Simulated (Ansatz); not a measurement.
## 2H-MoS2 bilayer (2H stacking) in a perpendicular field

What dipole does a perpendicular field induce in the 2H-MoS2 bilayer (2H stacking), and does the gap follow? A positive field points along +c.

Calculated with Ansatz 0.2.0; plane-wave DFT, PBE-D3(BJ), Ansatz PAW.

This is a report of a sequence of runs, with most program output left out.

## Step 1: Starting point

The cell holds 6 atoms: 4 S and 2 Mo. Its edges and angles: a = 3.180 Å, b = 3.180 Å, c = 50.025 Å, α = 90.0°, β = 90.0°, γ = 120.0°. Regions: layer 1: 2H-MoS2, 3 atoms (2 S and 1 Mo); layer 2: 2H-MoS2, 3 atoms (2 S and 1 Mo). Vacuum lies along c.

## Step 2: Relaxing the slab

The starting cell is a guess, so the in-plane lattice and the atoms are relaxed first, with the slab cut off from its images along the normal.

File input.yaml:

```yaml
crystal:
  lattice:
    - [3.18, 0.0, 0.0]
    - [-1.59, 2.753960784, 0.0]
    - [0.0, 0.0, 50.0251954735]
  atoms:
    - { symbol: S, position: [0.3333333333, 0.6666666667, 0.4047960195] }
    - { symbol: Mo, position: [0.0, 0.0, 0.4374055646] }
    - { symbol: S, position: [0.3333333333, 0.6666666667, 0.4700151097] }
    - { symbol: S, position: [0.0, 0.0, 0.5299848903] }
    - { symbol: Mo, position: [0.3333333333, 0.6666666667, 0.5625944354] }
    - { symbol: S, position: [0.0, 0.0, 0.5952039805] }
  periodic: [true, true, false]
kpoints:
  mp_grid: { grid: [12, 12, 1] }
hamiltonian:
  xc: pbe
  dispersion: d3bj
scf:
  occupations: { method: fermi_dirac, width: 0.05 }
  convergence: { dr2_threshold: 1.0e-09 }
relax:
  f_tol: 0.004
  max_steps: 90
  cell: {}
output:
  write_potential: true
  write_density: true
  volumetric_format: npy
```

The run is started by

```
> ansatz run input.yaml --threads 2 --pin off --max-ram 3072MiB --backend cpu --events-out ev --progress --plain --runs-dir out
```

The job ended after 3.7 min (2 threads of Intel Xeon at 2.50GHz (Skylake/Cascade Lake), shared host; peak memory 0.77 GiB).

The steps of the relaxation:

| step | energy less that of the first step (eV) | largest force component (eV/Å) | volume (Å³) |
| --- | --- | --- | --- |
| 1 | 0.0000 | 1.2534 | 438.10 |
| 2 | -0.1373 | 0.8118 | 436.78 |
| 3 | -0.1907 | 0.2168 | 429.07 |
| 4 | -0.2086 | 0.0300 | 430.21 |
| 5 | -0.2099 | 0.0058 | 430.29 |
| 6 | -0.2099 | 0.0006 | 430.36 |
| 7* | -0.2097 | 0.0006 | 430.36 |

Relaxation steps marked * repeat the geometry before them on a plane-wave basis chosen anew for their cell, so energy and pressure can jump there.

Forces are held to the 12 operations that the run works with; a distortion that breaks them can't arise in this run.

| cell as run | before | after | change |
| --- | --- | --- | --- |
| a (Å) | 3.180 | 3.152 | -0.9 % |
| b (Å) | 3.180 | 3.152 | -0.9 % |

The atoms that moved most (Å, along periodic axes as changes of fractional coordinates times the final cell, across vacuum about the mean position):

| atom | dx | dy | dz | length |
| --- | --- | --- | --- | --- |
| S1 | 0.000 | 0.000 | 0.165 | 0.165 |
| S6 | 0.000 | 0.000 | -0.165 | 0.165 |
| Mo2 | 0.000 | 0.000 | 0.101 | 0.101 |
| Mo5 | 0.000 | 0.000 | -0.101 | 0.101 |
| S4 | 0.000 | 0.000 | -0.036 | 0.036 |
| S3 | 0.000 | 0.000 | 0.036 | 0.036 |

The relaxed structure:

```xyz
6
Lattice="3.1518 0.0000 0.0000 -1.5759 2.7295 0.0000 0.0000 0.0000 50.0252" Properties=species:S:1:pos:R:3
S     0.0000    1.8197   20.4152
Mo    0.0000    0.0000   21.9828
S     0.0000    1.8197   23.5488
S     0.0000    0.0000   26.4764
Mo    0.0000    1.8197   28.0424
S     0.0000    0.0000   29.6100
```

The lattice constant a goes from 3.180 to 3.152 Å.

## Step 3: Atoms held, field 0, start network

A sawtooth potential applies the field, turning back in the middle of the vacuum. With the dipole correction the typed value is the field outside the slab. The induced dipole is small, so the SCF threshold is tight.

The cell differs from the one that the last finished run ended in (c 50.025 → 27.195 Å).

File input.yaml:

```yaml
crystal:
  lattice:
    - [3.1517751255, 0.0, 0.0]
    - [-1.5758875628, 2.7295173257, 0.0]
    - [0.0, 0.0, 27.1948081362]
  atoms:
    - { symbol: S, position: [0.3333333333, 0.6666666667, 0.3309455229] }
    - { symbol: Mo, position: [0.0, 0.0, 0.3885878768] }
    - { symbol: S, position: [0.3333333333, 0.6666666667, 0.4461741025] }
    - { symbol: S, position: [0.0, 0.0, 0.5538258975] }
    - { symbol: Mo, position: [0.3333333333, 0.6666666667, 0.6114121232] }
    - { symbol: S, position: [0.0, 0.0, 0.6690544771] }
kpoints:
  mp_grid: { grid: [18, 18, 1] }
  band_path:
    path: [[0, 0, 0], [0.5, 0, 0], [0.33333333, 0.33333333, 0], [0, 0, 0]]
    npoints: 16
hamiltonian:
  xc: pbe
  dispersion: d3bj
scf:
  occupations: { method: fermi_dirac, width: 0.02585 }
  convergence: { dr2_threshold: 1.0e-10 }
efield:
  axis: 3
  dipole_correction: true
  ramp_position: 0.97
  ramp_width: 0.06
  amplitude: 0
output:
  dos: { projected: true, e_range: [-6, 5] }
  write_potential: true
  write_density: true
  volumetric_format: npy
  elf: true
```

It took 52 s on 2 threads; peak memory 0.63 GiB.

This step gave:

```yaml
gap_on_the_k_mesh: 1.211 eV
dipole_along_the_normal: 3.20e-6 e·Å
gap_along_the_path: 1.211 eV
smallest_direct_gap_along_the_path: 1.743 eV
ionisation_energy_upper_face: 5.424 eV
electron_affinity_upper_face: 4.213 eV
gap_the_smaller_of_path_and_mesh: 1.211 eV
```

Running mean over a fixed 2.7 Å (it still follows the layers) of the planar mean; the ramp of the sawtooth is left out. Table of electron's electrostatic potential energy less the Fermi level by z:

| z (Å) | electron's electrostatic potential energy less the Fermi level (eV) |
| --- | --- |
| 3.5 | 4.84 |
| 4.0 | 4.84 |
| 4.5 | 4.84 |
| 5.0 | 4.84 |
| 5.5 | 4.83 |
| 6.0 | 4.81 |
| 6.5 | 4.68 |
| 7.0 | 4.04 |
| 7.5 | 2.07 |
| 8.0 | -0.470 |
| 8.5 | -2.81 |
| 9.0 | -6.15 |
| 9.5 | -10.3 |
| 10.0 | -12.0 |
| 10.5 | -11.9 |
| 11.0 | -12.0 |
| 11.5 | -11.1 |
| 12.0 | -7.33 |
| 12.5 | -3.68 |
| 13.0 | -1.79 |
| 13.5 | -1.08 |
| 14.0 | -1.36 |
| 14.5 | -2.79 |
| 15.0 | -5.72 |
| 15.5 | -9.83 |
| 16.0 | -12.0 |
| 16.5 | -11.9 |
| 17.0 | -12.0 |
| 17.5 | -11.3 |
| 18.0 | -7.81 |
| 18.5 | -3.90 |
| 19.0 | -1.41 |
| 19.5 | 1.09 |
| 20.0 | 3.43 |
| 20.5 | 4.54 |
| 21.0 | 4.78 |
| 21.5 | 4.83 |
| 22.0 | 4.84 |
| 22.5 | 4.84 |
| 23.0 | 4.84 |
| 23.5 | 4.84 |
| 24.0 | 4.84 |

The density of states has structure finer than the step of the table below, so its rows give means over 0.25 eV, whole bins alone (the curve runs from -6 to 1.53 eV). Peaks (eV: height): -4.980: 10.1, -4.760: 14.0, -4.180: 26.0, -3.110: 17.0, -2.910: 11.3, 1.200: 11.6, 1.280: 14.1.

The density of states by energy, zero at the Fermi level of the run, which the smearing sets inside the gap; means over each step:

| energy (eV) | density of states (states/eV a cell) |
| --- | --- |
| -5.75 | 1.99 |
| -5.50 | 1.51 |
| -5.25 | 4.25 |
| -5.00 | 6.67 |
| -4.75 | 6.16 |
| -4.50 | 4.89 |
| -4.25 | 8.88 |
| -4.00 | 4.93 |
| -3.75 | 3.10 |
| -3.50 | 3.45 |
| -3.25 | 3.75 |
| -3.00 | 9.61 |
| -2.75 | 5.83 |
| -2.50 | 4.66 |
| -2.25 | 4.15 |
| -2.00 | 4.82 |
| -1.75 | 5.96 |
| -1.50 | 4.32 |
| -1.25 | 1.86 |
| -1.00 | 0.430 |
| -0.75 | 0.316 |
| -0.50 | 0.0353 |
| -0.25 | 0 |
| 0.00 | 0 |
| 0.25 | 0 |
| 0.50 | 0.00538 |
| 0.75 | 2.33 |
| 1.00 | 4.68 |
| 1.25 | 9.18 |

Projected DOS per atom over height of the atomic layer and energy from the Fermi level. Layers: S Mo S S Mo S from below.

Ten even steps from '0' (0.00 states/eV) to '9' (2.86 states/eV), each cell a mean:
```
392293
161161
010010
000000
000000
000000
000000
000000
030030
161161
232232
313313
423324
434434
121121
121121
344443
322223
433334
223322
101101
211112
```
Columns: height of the atomic layer (Å) from 9 to 18.2 (not evenly spaced); rows upwards: energy from the Fermi level (eV) from -5.96 to 1.51.

Electronic bands along the path, in eV, zero at the Fermi level of the run, which the smearing sets inside the gap:

| point | band 23 | band 24 | band 25 | band 26 | band 27 | band 28 | band 29 | band 30 |
| --- | --- | --- | --- | --- | --- | --- | --- | --- |
| Γ | -2.52 | -2.37 | -1.35 | -0.58 | 1.74 | 1.74 | 1.76 | 1.76 |
| halfway | -2.61 | -2.25 | -1.88 | -1.80 | 0.94 | 1.26 | 1.34 | 1.39 |
| M | -2.06 | -1.93 | -1.78 | -1.71 | 1.26 | 1.29 | 1.70 | 1.86 |
| halfway | -3.15 | -2.88 | -1.44 | -1.34 | 1.12 | 1.19 | 1.96 | 2.08 |
| K | -3.23 | -3.23 | -1.14 | -1.04 | 0.70 | 0.70 | 1.63 | 2.22 |
| halfway | -2.18 | -2.09 | -1.89 | -1.88 | 0.63 | 1.05 | 1.39 | 1.54 |
| Γ | -2.52 | -2.37 | -1.35 | -0.58 | 1.74 | 1.74 | 1.76 | 1.76 |

ELF in the ca plane at fractional y = 0.667, with atoms of S and Mo within 0.2 Å of it. It is the smooth field of the valence electrons, not physical close to the nuclei.

Ten even steps from '0' (0.00) to '9' (0.94), each cell a mean:
```
00000000000000000012332233123321015788753224
00000000000000000012221133112210015788753235
00000000000000012467775222257775102577632222
00000000000000147899888422588899600234335763
00000000000001368997237522673289820012257576
00000000000001368997137622672179820012257566
00000000000000147999788522587799610134336774
00000000000000013578875222368876202566532322
```
Columns run along c (16.0 Å, from fractional 0.07 to 0.65 of the cell), rows up along a (3.2 Å). Atoms in or near the plane, at fractional coordinates: S at (0.33, 0.33), S at (0.45, 0.33), Mo at (0.61, 0.33).

Electrostatic potential energy in the ca plane at fractional y = 0.667, with atoms of S and Mo within 0.2 Å of it. With pseudopotentials it is smooth inside the atoms' cores, unlike the true potential.

Ten even steps from '0' (-44 eV) to '9' (7 eV), each cell a mean:
```
99999999999999999999998655789999999877888888
99999999999999999999998655789999999877888888
99999999999999999998888777788889999988887667
99999999999999999974236888863258999999851014
99999999999999999952214888732226999999720001
99999999999999999952313888732326999999720001
99999999999999999973226888852247999999851004
99999999999999999998778777887789999988876567
```
Columns run along c (16.0 Å, from fractional 0.07 to 0.65 of the cell; values clipped at the 3rd and 97th percentile), rows up along a (3.2 Å). Atoms in or near the plane, at fractional coordinates: S at (0.33, 0.33), S at (0.45, 0.33), Mo at (0.61, 0.33).

Valence density in the ca plane at fractional y = 0.667, with atoms of S and Mo within 0.2 Å of it. It is the smooth field of the valence electrons, not physical close to the nuclei.

Ten steps, logarithmic in the rise over the least value, from '0' (0.0 e/Å³) to '9' (6.4 e/Å³), each cell a mean:
```
00000000000000000012333455433321112344443334
00000000000000000012233455433221112344443334
00000000000000000124444444444432111334444544
00000000000000001245665433456654211223457886
00000000000000001356556433465565311122479997
00000000000000001356456433465465311122479998
00000000000000001345665433456654211123458986
00000000000000000134444444445443111234445554
```
Columns run along c (16.0 Å, from fractional 0.07 to 0.65 of the cell), rows up along a (3.2 Å). Atoms in or near the plane, at fractional coordinates: S at (0.33, 0.33), S at (0.45, 0.33), Mo at (0.61, 0.33).

The gap is 1.21 eV, with the valence edge 5.42 eV and the conduction edge 4.21 eV under the upper vacuum level.

## Step 4: Single point, field 0.1 V/Å

input.yaml: that of step 3 with these lines changed.

```diff
@@ -26,7 +26,6 @@
   dipole_correction: true
-  ramp_position: 0.97
-  ramp_width: 0.06
-  amplitude: 0
+  ramp_position: 0.954
+  ramp_width: 0.0919
+  amplitude: 0.1
 output:
-  dos: { projected: true, e_range: [-6, 5] }
   write_potential: true
@@ -34,2 +33 @@
   volumetric_format: npy
-  elf: true
```

The job ended after 54 s (2 threads; peak memory 0.61 GiB; 1.7 min of CPU time).

The dipole is 0.0490 e·Å, and the gap 1.205 eV.

## Step 5: Atoms held, field -0.1 V/Å

input.yaml: that of step 4 with these lines changed.

```diff
@@ -28,3 +28,3 @@
   ramp_width: 0.0919
-  amplitude: 0.1
+  amplitude: -0.1
 output:
```

Run time: 54 s. Hardware: 2 threads; peak memory 0.62 GiB; 1.8 min of CPU time.

The dipole is -0.0490 e·Å, and the gap 1.205 eV.

## Step 6: Atoms held, field 0.2 V/Å

input.yaml: that of step 5 with these lines changed.

```diff
@@ -28,3 +28,3 @@
   ramp_width: 0.0919
-  amplitude: -0.1
+  amplitude: 0.2
 output:
```

Elapsed: 54 s, on 2 threads; peak memory 0.62 GiB.

The dipole is 0.0981 e·Å, and the gap 1.188 eV.

## Step 7: Single point, field 0.3 V/Å

input.yaml: that of step 6 with these lines changed.

```diff
@@ -26,5 +26,5 @@
   dipole_correction: true
-  ramp_position: 0.954
-  ramp_width: 0.0919
-  amplitude: 0.2
+  ramp_position: 0.9514
+  ramp_width: 0.0972
+  amplitude: 0.3
 output:
```

It took 52 s on 2 threads; peak memory 0.63 GiB.

The dipole is 0.147 e·Å, and the gap 1.139 eV.

## Step 8: Response, atoms held

This step: plane-wave DFT, PBE-D3(BJ), Ansatz PAW; response to a field along the normal, atoms held (Ansatz 0.2.0).

The dipoles give the slope, and the difference of two potentials shows where the field is screened.

Numbers from this step:

| Item | Value |
| --- | --- |
| equivalent conductor thickness p/(ε₀AE) | 10.32 Å |
| distance between the outer atoms | 9.195 Å |

Table of dipole of the cell by applied field:

| applied field (V/Å) | dipole of the cell (e·Å) |
| --- | --- |
| -0.100 | -0.0490 |
| 0.000 | 3.2e-6 |
| 0.100 | 0.0490 |
| 0.200 | 0.0981 |
| 0.300 | 0.147 |

Local field over the applied field, running mean. From the potentials at -0.1 and 0.1 V/Å; running mean over 2.8 Å. The local field over applied field by z:

z (Å), local field over applied field and a bar:
```
      4.5      0.999 ##############################
      5.0      0.996 ##############################
      5.5      0.988 ##############################
      6.0      0.965 #############################
      6.5      0.910 ###########################
      7.0      0.802 ########################
      7.5      0.655 ###################
      8.0      0.493 ##############
      8.5      0.331 #########
      9.0      0.194 #####
      9.5      0.100 ##
     10.0      0.056 #
     10.5      0.038 
     11.0      0.046 
     11.5      0.073 #
     12.0      0.124 ###
     12.5      0.190 #####
     13.0      0.240 ######
     13.5      0.260 #######
     14.0      0.252 #######
     14.5      0.213 #####
     15.0      0.149 ###
     15.5      0.090 ##
     16.0      0.054 
     16.5      0.038 
     17.0      0.046 
     17.5      0.078 #
     18.0      0.151 ####
     18.5      0.274 #######
     19.0      0.429 ############
     19.5      0.593 #################
     20.0      0.747 ######################
     20.5      0.874 ##########################
     21.0      0.949 ############################
     21.5      0.981 #############################
     22.0      0.994 ##############################
     22.5      0.998 ##############################
     23.0      0.999 ##############################
```

The induced electron density oscillates, so the rows of the table below give means over windows of 3.12 Å about each position, cut where the curve ends. Its maxima inside the range that stand out by 2 % of the span (Å: e/Å³ per V/Å): 8.1: 0.00364, 9.2: 0.00105, 11.2: 3.4e-4, 14.3: 0.00208, 17.3: 4.8e-4, 18.3: -9.0e-4. Its minima: 8.9: 9.0e-4, 9.9: -4.8e-4, 12.9: -0.00208, 16.0: -3.4e-4, 18.0: -0.00106, 19.1: -0.00365.

Electrons, planar mean, per unit field. Table of induced electron density by z; means over each step:

| z (Å) | induced electron density (e/Å³ per V/Å) |
| --- | --- |
| 5.67 | 2.5e-4 |
| 8.79 | 0.00142 |
| 11.91 | -6.4e-4 |
| 15.03 | 6.5e-4 |
| 18.15 | -0.00127 |
| 21.27 | -4.1e-4 |

The smaller of the gaps on the path and on the k-mesh, counted as 0 under 0.03 eV. The gap by applied field:

| applied field (V/Å) | gap (eV) |
| --- | --- |
| -0.100 | 1.21 |
| 0.000 | 1.21 |
| 0.100 | 1.21 |
| 0.200 | 1.19 |
| 0.300 | 1.14 |

By hand: between -0.1 and 0.1 V/Å the dipole changes by 0.09810 e·Å, a slope of 0.4905 e·Å²/V. A perfect conductor of thickness t has p = ε₀AEt, so t = 180.95 × 0.4905 / 8.603 = 10.32 Å (e/ε₀ = 180.95 V·Å, A in Å²).

The induced dipole is that of a conductor 10.32 Å thick.

## Step 9: Results

```yaml
gap_without_field: 1.21 eV
ionisation_energy_upper_face: 5.42 eV
electron_affinity_upper_face: 4.21 eV
equivalent_conductor_thickness_atoms_held: 10.3 Å
```

What this shows: The induced dipole equals that of a perfect conductor 10.32 Å thick, while the outer atoms lie 9.19 Å apart; an out-of-plane ε follows only once a thickness t is chosen, by 1 − 1/ε = 10.32 Å / t. The gap goes from 1.21 eV to 1.14 eV at 0.3 V/Å. Semilocal functionals give gaps that are too small, and excitons are not included. Spin-orbit coupling is left out, which matters for the bands of elements this heavy.

[Logs are printed without paths, hosts, clocks, repeated set-up lines and the standing remarks that a program may print on its own settings, such as how far it seeks lower states.]

[Hosts, paths, dates, database ids (printed as entryN), source tags and the programs' standing remarks are cut or masked in the printed files.]

[Maps of the electrostatic potential energy from Ansatz leave out the sawtooth potential of an applied field or a dipole correction, so their vacuum need not be flat; planar profiles and work functions include it.]

[The density of states shown here was stored with 400 of the rows of the run's finer table, so its peaks can read low, often by over a quarter, or be missed, and its means over a window can be off by a tenth or more.]
